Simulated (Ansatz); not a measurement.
# Sn (Fd-3m) in Ansatz: notebook

One crystal, Sn, is run at these levels: HF; tasks: band structure, single point, equation of state.

Everything below comes from runs of Ansatz 0.2.0. Logs are shortened: lines on timing, memory, paths and dates and some standing lists are left out, and cuts for length are marked.

### Step 1. The crystal as given

Symmetry: Fd-3m, No. 227, cubic system. The conventional cell has a = 6.467 Å, b = 6.467 Å, c = 6.467 Å, α = 90.00°, β = 90.00°, γ = 90.00°. Around Sn (site symmetry -43m) lie 4 Sn at 2.80 Å.

This isn't the form of Sn at room conditions, which is tetragonal (white tin).

### Step 2. Band structure, HF

Contents of input.yaml:

```yaml
crystal:
  lattice:
    - [0.0, 3.2333428, 3.2333428]
    - [3.2333428, 0.0, 3.2333428]
    - [3.2333428, 3.2333428, 0.0]
  atoms:
    - { symbol: Sn, position: [0.75, 0.75, 0.75] }
    - { symbol: Sn, position: [0.5, 0.5, 0.5] }
hamiltonian:
  xc: hf
  pseudopotentials: { kind: paw }
kpoints:
  mp_grid: { grid: [4, 4, 4] }
  band_path:
    path:
      - [[0.0, 0.0, 0.0], [0.5, 0.0, 0.5], [0.5, 0.25, 0.75], [0.375, 0.375, 0.75], [0.0, 0.0, 0.0], [0.5, 0.5, 0.5], [0.625, 0.25, 0.625], [0.5, 0.25, 0.75], [0.5, 0.5, 0.5], [0.375, 0.375, 0.75]]
      - [[0.625, 0.25, 0.625], [0.5, 0.0, 0.5]]
    npoints: 4
scf:
  occupations: { method: fermi_dirac, width: 0.05 }
  n_extra_bands: 6
output:
  forces: true
  stress: true
  eigenvalues: true
  fatbands: false
```

Potentials or basis: Ansatz PAW.

The run is started by

```bash
ansatz run input.yaml --threads 2 --pin off --max-ram 5632MiB --backend cpu --events-out ev --progress --plain --runs-dir out
```

Output:

```text
[... 2 lines left out ...]
Warning: RAYON_NUM_THREADS=2 ignored (pool sized by the plan → 2); use --threads N
scf.n_extra_bands = 6 over 14 filled bands (N_el = 28.0): the run solves 20 bands
Engine: ansatz 0.2.0, aarch64-unknown-linux-gnu
Pseudopotentials: kind: paw
Pseudopotential: Sn, paw, valence charge 14, recommended cutoff 420 eV (normal), Sn.paw.azcp
Functional definition: HF
  exchange = exact_x
  correlation = 0
Crystal: 2 atoms, lattice volume = 67.606 Å³
Basis set: ecut = 420 eV, 1363 PW (Γ)
Bands: 20, of which v1, the nominal top of the filled ones, is band 14 counted from 1 (13 counted from 0)
Symmetry: 48 space group operations
Space group: Fd-3m (ITA 227), of the structure as read, at distance tolerance 4.1e-5 Å
k-points: 8 of 64
Non-local potential: Sn, projectors of the file, l = 0: 2, l = 1: 2, l = 2: 2, l = 3: 2
PAW form: soft (Blöchl's): semilocal exchange-correlation on the pseudo side does not see the compensation charge
PAW frozen core: Sn, regenerated for the run's functional, and the local potential with it (the file was generated under x = pbe(κ = 0.804, μ = 0.2195149727645171), c = pbe(β = 0.06672455060314922))
PAW one-centre angular grid: Sn, 590 points (default); XC on 64 Gauss nodes
Initial density: superposition of atomic densities (neutral atoms: chi_scale 0, normalization atom), corrected by the library's trained network
Initial wavefunctions: pseudopotential atomic-orbital guess
Functional: x = pbe(κ = 0.804, μ = 0.2195149727645171), c = none, warm-up for x = 0 pbe(κ = 0.804, μ = 0.2195149727645171) + 1 exact, c = none
SCF iter   1: F=—  HF=-11901.535298 eV  |F-HF|=—  |Δ(HF+E_count)|=         —  Δρ=4.73e-3  dr2=8.56e-3  ethr=1.77e-3  ⟨swp⟩=11.4  Hψ=764  notcnv=0
preconditioner: auto → none  [insulator: Δε(μ)=0.662 eV  Ē_g=21.561 eV  σ=0.050 eV  W_gap=0.60  n_scr=14 (ndim 8)  ℏωp=23.9 eV  f_vac=0.091  D(μ)=0.82/eV (n_scr^D=0)]
iter 2 solved again at ethr=2.60e-6 eV; its pass at ethr=3.06e-5 eV (dr2=7.29e-4 eV) is discarded
SCF iter   2: F=—  HF=-11901.532256 eV  |F-HF|=—  |Δ(HF+E_count)|=   3.04e-3  Δρ=1.18e-3  dr2=7.38e-4  ethr=2.60e-6  ⟨swp⟩=3.9  Hψ=795  notcnv=0  defer=2
SCF iter   3: F=—  HF=-11901.532225 eV  |F-HF|=—  |Δ(HF+E_count)|=   3.18e-5  Δρ=3.53e-4  dr2=5.14e-5  ethr=2.60e-6  ⟨swp⟩=2.9  Hψ=290  notcnv=0  defer=2
SCF iter   4: F=—  HF=-11901.532253 eV  |F-HF|=—  |Δ(HF+E_count)|=   2.84e-5  Δρ=6.67e-5  dr2=2.11e-6  ethr=1.84e-7  ⟨swp⟩=4.2  Hψ=338  notcnv=0  defer=2
SCF iter   5: F=—  HF=-11901.532255 eV  |F-HF|=—  |Δ(HF+E_count)|=   2.51e-6  Δρ=1.73e-5  dr2=1.65e-7  ethr=7.54e-9  ⟨swp⟩=4.1  Hψ=443  notcnv=0  defer=1
SCF iter   6: F=—  HF=-11901.532255 eV  |F-HF|=—  |Δ(HF+E_count)|=   5.44e-8  Δρ=4.54e-6  dr2=6.27e-9  ethr=5.90e-10  ⟨swp⟩=3.1  Hψ=316  notcnv=0
SCF iter   7: F=-11901.532255 eV  HF=-11901.532255 eV  |F-HF|=0.00e0  |Δ(HF+E_count)|=  7.64e-11  Δρ=3.76e-7  dr2=3.21e-11  ethr=2.24e-11  ⟨swp⟩=4.0  Hψ=481  notcnv=0
SCF 1 converged in 7 iterations: F = -11901.532255 eV  dr2 = 3.21e-11
[... 2 lines left out ...]
Functional: x = 0 pbe(κ = 0.804, μ = 0.2195149727645171) + 1 exact, c = none
Frozen-core exchange: fock
[... 7 lines left out ...]
SCF 2 converged in 5 iterations: F = -11929.069520 eV  dr2 = 1.69e-8
hybrid outer 1: dexx = +2.839e-1 eV, tail = 4.11e-1 eV
Frozen-core exchange: fock
[... 8 lines left out ...]
SCF 3 converged in 7 iterations: F = -11929.494777 eV  dr2 = 3.18e-9
  Residual-converged pass: ⟨swp⟩=3.0  Hψ=308  notcnv=0  max |occ|·‖R‖ = 2.2e-6 eV (tolerance 2.4e-6 eV)  dr2=3.16e-9  dr2_onsite=1.73e-9  max |Δocc| = 5.2e-18
hybrid outer 2: dexx = +9.174e-2 eV, tail = 1.06e-1 eV, Δε = 1.42e0 eV (about 9.55e-1 eV left of the loop's levels)
Frozen-core exchange: fock
[... 4 lines left out ...]
SCF 4 stopped early in 3 iterations: F = -11929.619773 eV  dr2 = 1.31e-3
hybrid outer 3: dexx = +1.866e-2 eV, tail = 2.49e-2 eV, Δε = 9.00e-1 eV (about 2.53e-1 eV left of the loop's levels)
Frozen-core exchange: fock
[... 9 lines left out ...]
SCF 5 stopped early in 7 iterations: F = -11929.622909 eV  dr2 = 1.51e-6
hybrid outer 4: dexx = +8.232e-4 eV, tail = 4.22e-5 eV, Δε = 4.16e-2 eV (about 9.56e-3 eV left of the loop's levels)
Frozen-core exchange: fock
[... 5 lines left out ...]
SCF 6 converged in 4 iterations: F = -11929.622935 eV  dr2 = 4.76e-9
  Residual-converged pass: ⟨swp⟩=2.0  Hψ=268  notcnv=0  max |occ|·‖R‖ = 2.3e-6 eV (tolerance 2.4e-6 eV)  dr2=4.76e-9  dr2_onsite=8.20e-11  max |Δocc| = 0.0e0
hybrid outer 5: dexx = +2.882e-6 eV, tail = 2.21e-7 eV, Δε = 2.20e-3 eV (about 4.58e-4 eV left of the loop's levels)
Frozen-core exchange: fock
[... 3 lines left out ...]
SCF 7 converged in 2 iterations: F = -11929.622935 eV  dr2 = 4.49e-10
  Residual-converged pass: ⟨swp⟩=2.1  Hψ=273  notcnv=0  max |occ|·‖R‖ = 2.1e-6 eV (tolerance 2.4e-6 eV)  dr2=4.50e-10  dr2_onsite=4.96e-11  max |Δocc| = 0.0e0
hybrid outer 6: dexx = +7.252e-9 eV, tail = 2.21e-9 eV, Δε = 1.31e-4 eV (about 3.98e-5 eV left of the loop's levels), ΔF = 2.31e-17 eV/Å (tail 4.52e-17)
NSCF: frozen V_eff on 42 k-points
hybrid SCF converged: 6 outer / 28 inner (+7 warm-up), last move |dexx| = 7.25e-9 eV, tail = 2.21e-9 eV
Stability not checked: this state was not tested for a lower state beside it, because the functional holds exact exchange (a hybrid, or Hartree-Fock), whose exchange loop this test does not read (fock_operator; see scf.lower_state_search)
Free energy (F): -11929.622935 eV
Frozen-core exchange: fock
Harris-Foulkes:  -11929.622935 eV  (|F-HF|=2.75e-10)
Internal energy: -11929.622935 eV  (E = F + TS)
E sigma→0 (E₀):  -11929.622935 eV
Fermi energy:    9.313748 eV
--- Per-component energies (eV) ---
  E_band       = -460.551681
  E_kinetic    = 373.770493
  E_local      = -2278.632988  (includes V_loc(G=0)·N_el)
  E_nonlocal   = -74.970644
  E_hartree    = 1327.992978
  E_xc         = 0.000000
  E_vxc        = 0.000000  (∫ρ·V_xc dr)
  E_exx        = -338.896944  (= α·E_x^exact, valence–valence)
  E_paw        = -8590.288000  (= ΣΔE_a)
  E_vpaw       = -458.910869  (= ΣTr[D̂ρ^β])
  E_aug_tail   = -0.000001  (compensation charges beyond the density's cutoff)
  E_ewald      = -2351.022677
  E_core_change = 2.424848  (= ΣΔE_core)
  E_smearing   = -0.000000  (= −TS)
  E_closure    = 0.000001  (closes the sum)
  Σ components = -11929.622935   (vs F -11929.622935, Δ=1.82e-12)
--- Forces (eV/Å), atoms counted from 1 ---
  atom   1  Sn    -0.00000000     0.00000000     0.00000000
  atom   2  Sn     0.00000000    -0.00000000     0.00000000
  max |Σ_I F_I| component: 8.10e-18 eV/Å
--- Stress (GPa, compression-positive) ---
        3.926590       0.000000      -0.000000
       -0.000000       3.926590      -0.000000
       -0.000000      -0.000000       3.926590
  P = ⅓ Tr σ = 3.9266 GPa (39.266 kbar)
--- Band table (eV; the first three rows and the last of 8) ---
  k-point 0: bands = ["-23.3674", "-23.3674", "-23.3674", "-23.2956", "-23.2956", "-22.9377", "-22.9377", "-22.9377", "-22.8858", "-22.8858", "-8.4583", "6.7109", "6.7109", "6.7109", "12.1354", "14.0558", "14.0558", "14.0558", "17.5041", "20.7657"]
  k-point 1: bands = ["-23.4016", "-23.4016", "-23.3558", "-23.2447", "-23.2447", "-22.9669", "-22.9669", "-22.9508", "-22.8659", "-22.8659", "-7.5857", "1.6160", "5.7708", "5.7708", "12.4277", "15.1961", "15.1961", "17.3113", "18.8423", "19.4363"]
  k-point 2: bands = ["-23.4153", "-23.4153", "-23.3442", "-23.2203", "-23.2203", "-22.9738", "-22.9738", "-22.9642", "-22.8619", "-22.8619", "-5.9925", "-2.0574", "5.0735", "5.0735", "11.9312", "15.3322", "15.3322", "18.0386", "21.6678", "22.1878"]
  k-point 7: bands = ["-23.4571", "-23.4571", "-23.2035", "-23.2035", "-23.1037", "-23.1037", "-23.0480", "-23.0480", "-22.8085", "-22.8085", "-3.6596", "-3.6596", "2.5072", "2.5072", "16.0601", "16.0601", "16.1573", "16.1573", "22.8367", "22.8367"]
```

Run time: 2.3 min. Hardware: 2 threads of Arm Neoverse V1, shared host; peak memory 0.68 GiB.

The run converged, but a check on its numbers failed (symmetry, net force, bounds or a known fault of this set-up), so they aren't taken as properties of the crystal.

Caveat: the k mesh is coarse (spacing up to 0.42 Å⁻¹), so the values aren't converged, least of all with exact exchange; the mesh shows a gap though the element is a metal; spin-orbit coupling is left out, which moves the levels of the heavy elements; the PAW data sets come from PBE, with cores solved anew for the run's functional, which leaves a small shift of forces and pressure; the thresholds are loose for stress.

### Step 3. Single point, HF, 31.77 Å³/atom (volume scaled by 0.94)

Contents of input.yaml:

```yaml
crystal:
  lattice:
    - [0.0, 3.1673376916, 3.1673376916]
    - [3.1673376916, 0.0, 3.1673376916]
    - [3.1673376916, 3.1673376916, 0.0]
  atoms:
    - { symbol: Sn, position: [0.75, 0.75, 0.75] }
    - { symbol: Sn, position: [0.5, 0.5, 0.5] }
hamiltonian:
  xc: hf
  pseudopotentials: { kind: paw }
kpoints:
  mp_grid: { grid: [4, 4, 4] }
scf:
  occupations: { method: fermi_dirac, width: 0.05 }
output:
  forces: true
  stress: true
  eigenvalues: true
  write_density: true
  write_potential: true
  elf: true
  volumetric_format: npy
```

Potentials or basis: Ansatz PAW.

The run is started by

```bash
ansatz run input.yaml --threads 2 --pin off --max-ram 5632MiB --backend cpu --events-out ev --progress --plain --runs-dir out
```

Wall time 14 s (2 threads of Arm Neoverse V1, shared host); peak memory 0.65 GiB.

Results (log left out):

```yaml
Free_energy: -11929.4658 eV
Pressure: 8.7 GPa
Band_gap_on_the_k_mesh: 5.48 eV, indirect (least direct gap 6.10 eV)
```

Caveat: the k mesh is coarse (spacing up to 0.43 Å⁻¹), so the values aren't converged, least of all with exact exchange; spin-orbit coupling is left out, which moves the levels of the heavy elements; the PAW data sets come from PBE, with cores solved anew for the run's functional, which leaves a small shift of forces and pressure; the thresholds are loose for stress.

### Step 4. Single point, HF, 32.45 Å³/atom (volume scaled by 0.96)

Contents of input.yaml:

```yaml
crystal:
  lattice:
    - [0.0, 3.1896436215, 3.1896436215]
    - [3.1896436215, 0.0, 3.1896436215]
    - [3.1896436215, 3.1896436215, 0.0]
  atoms:
    - { symbol: Sn, position: [0.75, 0.75, 0.75] }
    - { symbol: Sn, position: [0.5, 0.5, 0.5] }
hamiltonian:
  xc: hf
  pseudopotentials: { kind: paw }
kpoints:
  mp_grid: { grid: [4, 4, 4] }
scf:
  occupations: { method: fermi_dirac, width: 0.05 }
output:
  forces: true
  stress: true
  eigenvalues: true
```

The run is started by

```bash
ansatz run input.yaml --threads 2 --pin off --max-ram 5632MiB --backend cpu --events-out ev --progress --plain --runs-dir out
```

Wall time 15 s (2 threads of Arm Neoverse V1, shared host); peak memory 0.64 GiB.

The run converged. Its results:

* Free energy: -11929.5319 eV
* Pressure: 7.0 GPa
* Band gap on the k mesh: 5.39 eV, indirect (least direct gap 5.87 eV)

Caveat: the k mesh is coarse (spacing up to 0.43 Å⁻¹), so the values aren't converged, least of all with exact exchange; spin-orbit coupling is left out, which moves the levels of the heavy elements; the PAW data sets come from PBE, with cores solved anew for the run's functional, which leaves a small shift of forces and pressure; the thresholds are loose for stress.

### Step 5. Single point, HF, 33.13 Å³/atom (volume scaled by 0.98)

Edit input.yaml of step 4 so:

```diff
@@ -2,5 +2,5 @@
   lattice:
-    - [0.0, 3.1896436215, 3.1896436215]
-    - [3.1896436215, 0.0, 3.1896436215]
-    - [3.1896436215, 3.1896436215, 0.0]
+    - [0.0, 3.2116418589, 3.2116418589]
+    - [3.2116418589, 0.0, 3.2116418589]
+    - [3.2116418589, 3.2116418589, 0.0]
   atoms:
```

The run is started by

```bash
ansatz run input.yaml --threads 2 --pin off --max-ram 5632MiB --backend cpu --events-out ev --progress --plain --runs-dir out
```

It took 15 s on 2 threads of Arm Neoverse V1, shared host; peak memory 0.65 GiB.

The run converged. Its results:

* Free energy: -11929.5838 eV
* Pressure: 5.4 GPa
* Band gap on the k mesh: 5.30 eV, indirect (least direct gap 5.65 eV)

Caveat: the k mesh is coarse (spacing up to 0.42 Å⁻¹), so the values aren't converged, least of all with exact exchange; spin-orbit coupling is left out, which moves the levels of the heavy elements; the PAW data sets come from PBE, with cores solved anew for the run's functional, which leaves a small shift of forces and pressure; the thresholds are loose for stress.

### Step 6. Single point, HF, 33.80 Å³/atom

Edit input.yaml of step 5 so:

```diff
@@ -2,5 +2,5 @@
   lattice:
-    - [0.0, 3.2116418589, 3.2116418589]
-    - [3.2116418589, 0.0, 3.2116418589]
-    - [3.2116418589, 3.2116418589, 0.0]
+    - [0.0, 3.2333428, 3.2333428]
+    - [3.2333428, 0.0, 3.2333428]
+    - [3.2333428, 3.2333428, 0.0]
   atoms:
```

Potentials or basis: Ansatz PAW.

The run is started by

```bash
ansatz run input.yaml --threads 2 --pin off --max-ram 5632MiB --backend cpu --events-out ev --progress --plain --runs-dir out
```

Wall time 16 s (2 threads of Arm Neoverse V1, shared host); peak memory 0.67 GiB.

The run converged. Its results:

| Item | Value |
| --- | --- |
| Free energy | -11929.6229 eV |
| Pressure | 3.9 GPa |
| Band gap on the k mesh | 5.22 eV, indirect (least direct gap 5.42 eV) |

Caveat: the k mesh is coarse (spacing up to 0.42 Å⁻¹), so the values aren't converged, least of all with exact exchange; spin-orbit coupling is left out, which moves the levels of the heavy elements; the PAW data sets come from PBE, with cores solved anew for the run's functional, which leaves a small shift of forces and pressure; the thresholds are loose for stress.

### Step 7. Single point, HF, 34.48 Å³/atom (volume scaled by 1.02)

Edit input.yaml of step 6 so:

```diff
@@ -2,5 +2,5 @@
   lattice:
-    - [0.0, 3.2333428, 3.2333428]
-    - [3.2333428, 0.0, 3.2333428]
-    - [3.2333428, 3.2333428, 0.0]
+    - [0.0, 3.2547562903, 3.2547562903]
+    - [3.2547562903, 0.0, 3.2547562903]
+    - [3.2547562903, 3.2547562903, 0.0]
   atoms:
```

The run is started by

```bash
ansatz run input.yaml --threads 2 --pin off --max-ram 5632MiB --backend cpu --events-out ev --progress --plain --runs-dir out
```

Run time: 17 s. Hardware: 2 threads of Arm Neoverse V1, shared host; peak memory 0.67 GiB.

It converged, with:

* Free energy: -11929.6505 eV
* Pressure: 2.6 GPa
* Band gap on the k mesh: 5.14 eV, indirect (least direct gap 5.21 eV)

Caveat: spin-orbit coupling is left out, which moves the levels of the heavy elements; the PAW data sets come from PBE, with cores solved anew for the run's functional, which leaves a small shift of forces and pressure; the thresholds are loose for stress.

### Step 8. Single point, HF, 35.16 Å³/atom (volume scaled by 1.04)

Edit input.yaml of step 7 so:

```diff
@@ -2,5 +2,5 @@
   lattice:
-    - [0.0, 3.2547562903, 3.2547562903]
-    - [3.2547562903, 0.0, 3.2547562903]
-    - [3.2547562903, 3.2547562903, 0.0]
+    - [0.0, 3.2758916636, 3.2758916636]
+    - [3.2758916636, 0.0, 3.2758916636]
+    - [3.2758916636, 3.2758916636, 0.0]
   atoms:
```

The run is started by

```bash
ansatz run input.yaml --threads 2 --pin off --max-ram 5632MiB --backend cpu --events-out ev --progress --plain --runs-dir out
```

Run time: 18 s. Hardware: 2 threads of Arm Neoverse V1, shared host; peak memory 0.69 GiB.

It converged, with:

```yaml
Free_energy: -11929.6676 eV
Pressure: 1.4 GPa
Band_gap_on_the_k_mesh: 4.99 eV, direct
```

Caveat: spin-orbit coupling is left out, which moves the levels of the heavy elements; the PAW data sets come from PBE, with cores solved anew for the run's functional, which leaves a small shift of forces and pressure; the thresholds are loose for stress.

### Step 9. Single point, HF, 35.83 Å³/atom (volume scaled by 1.06)

Edit input.yaml of step 8 so:

```diff
@@ -2,5 +2,5 @@
   lattice:
-    - [0.0, 3.2758916636, 3.2758916636]
-    - [3.2758916636, 0.0, 3.2758916636]
-    - [3.2758916636, 3.2758916636, 0.0]
+    - [0.0, 3.2967577782, 3.2967577782]
+    - [3.2967577782, 0.0, 3.2967577782]
+    - [3.2967577782, 3.2967577782, 0.0]
   atoms:
```

Potentials or basis: Ansatz PAW.

The run is started by

```bash
ansatz run input.yaml --threads 2 --pin off --max-ram 5632MiB --backend cpu --events-out ev --progress --plain --runs-dir out
```

It took 18 s on 2 threads of Arm Neoverse V1, shared host; peak memory 0.7 GiB.

The run converged. Its results:

```
Free energy            : -11929.6752 eV
Pressure               : 0.4 GPa
Band gap on the k mesh : 4.78 eV, direct
```

Caveat: spin-orbit coupling is left out, which moves the levels of the heavy elements; the PAW data sets come from PBE, with cores solved anew for the run's functional, which leaves a small shift of forces and pressure; the thresholds are loose for stress.

### Step 10. Equation of state, HF

Potentials or basis: Ansatz PAW.

This step only gathers the single runs of the series.

Results:

```yaml
Equilibrium_volume: "36.09 Å³/atom (rough: see the caveat)"
Bulk_modulus: 52 GPa (rough)
```

Energy against volume, from the lowest point:
```tsv
volume (Å³/atom)	energy (meV/atom)
31.775	104.73
32.451	71.67
33.127	45.70
33.803	26.15
34.479	12.37
35.155	3.83
35.831	0.00
```

Caveat: the k mesh is coarse (spacing up to 0.42 Å⁻¹), so the values aren't converged, least of all with exact exchange; the potentials were made for another functional, which shifts forces and pressure; the minimum lies outside the volumes run.
